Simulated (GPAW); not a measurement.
Crystal: BP.

```
P B
1.0
     3.20885    0.00000    0.00000
     1.60443    2.77895    0.00000
     1.60443    0.92632    2.62002
P B
1 1
Direct
  0.75000 0.75000 0.75000
  0.00000 0.00000 0.00000
```

The cell isn't the ideal one: the cell as VASP's run set it.

Base run:

| Item | Value |
| --- | --- |
| Program | GPAW 26.7.0 |
| Functional | PBE |
| Potentials or basis | GPAW PAW data sets (gpaw-data 1.2.1) |
| Cutoff | 800 eV |
| Basis | pw |
| k mesh | 10 × 10 × 10 |
| Occupations | gaussian, width 0.02 eV |
| Spin | no spin polarisation |

Its results: band gap on the k mesh 1.24 eV, indirect (least direct gap 3.41 eV).

Problem. The run is repeated on the same cell with these changes: functional from PBE to optPBE-vdW; occupations from gaussian, width 0.02 eV to fermi-dirac, width 0.05 eV. What comes out?

Solution. Band gap on the k mesh 1.39 eV, indirect (least direct gap 3.48 eV).

Not every run made on this cell is shown here.
